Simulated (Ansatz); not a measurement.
**Yb (hcp type): how the settings move a single-point run**

Aim: see which settings change the result for Yb (hcp type), by how much, and at what cost.

Method: reference: DFT, PBE, all-electron LAPW, scalar-relativistic, in Ansatz 0.2.0.

4 further runs of the same task are left out: 4 that didn't finish. Runs told in other sessions of the task aren't counted.

## (1) The system as given

It takes space group P6_3/mmc (No. 194, hexagonal). Conventional cell: a = 3.530 Å, b = 3.530 Å, c = 5.794 Å, α = 90.00°, β = 90.00°, γ = 120.00°. Yb (site symmetry -6m2) has 12 Yb at 3.53 to 3.54 Å in its first shell of neighbours.

As a file:

```cif
data_structure
_symmetry_space_group_name_H-M 'P 1'
_symmetry_Int_Tables_number 1
_cell_length_a 3.5295
_cell_length_b 3.5295
_cell_length_c 5.7943
_cell_angle_alpha 90.000
_cell_angle_beta 90.000
_cell_angle_gamma 120.000
_cell_volume 62.51
loop_
_atom_site_label
_atom_site_type_symbol
_atom_site_fract_x
_atom_site_fract_y
_atom_site_fract_z
_atom_site_occupancy
Yb1 Yb 0.33333 0.66667 0.25000 1
Yb2 Yb 0.66667 0.33333 0.75000 1
```

## (2) The reference run

File input.yaml:

```yaml
crystal:
  lattice:
    - [3.5295341083, 0.0, 0.0]
    - [-1.7647670542, 3.0566662013, 0.0]
    - [0.0, 0.0, 5.7943041608]
  atoms:
    - { symbol: Yb, position: [0.3333333333, 0.6666666667, 0.25] }
    - { symbol: Yb, position: [0.6666666667, 0.3333333333, 0.75] }
kpoints:
  mp_grid: { grid: [12, 12, 7] }
scf:
  occupations: { method: fermi_dirac, width: 0.1 }
hamiltonian:
  xc: pbe
  pseudopotentials: { kind: all_electron, lapw: { basis_error: 0.001 } }
output:
  forces: true
  stress: true
  eigenvalues: true
  populations: true
```

Run with:

```sh
> ansatz run input.yaml --threads 1 --pin off --max-ram 3072MiB --backend cpu --events-out ev --progress --plain --runs-dir out
```

## (3) Changed: preconditioner none

input.yaml: that of step 2 with these lines changed.

```diff
@@ -12,2 +12,3 @@
   occupations: { method: fermi_dirac, width: 0.1 }
+  mixing: { preconditioner: none }
 hamiltonian:
```

What does the calculation give? Wanted: for each run, ending; energy change; pressure; gap; force.

As calculated:

```csv
run,ending,energy change,pressure (GPa),gap (eV),force (eV/Å),cycles,time
reference,converged,0,2.9,0.00,0.00,17,65 s
1: preconditioner none,converged,0.0 meV/atom,2.9,0.00,0.00,16,70 s
```

Residual by cycle in the longest SCF loop of each run; runs are numbered as in the table. The quantity is the density residual dr2, in eV.

```csv
cycle,reference,run 1
1,1.44,1.44
2,0.386,0.876
4,0.0332,0.074
5,0.0258,0.0503
7,0.197,0.00802
8,0.00357,9.1e-4
10,0.00153,4.9e-5
11,0.00147,1.6e-5
13,3.0e-5,2.7e-7
14,8.9e-6,2.0e-8
16,3.0e-8,1.2e-10
17,1.9e-9,-
```

Same state: the changed mixing leaves the energy within 0.5 meV/atom. Cost: 16 SCF cycles against 17.
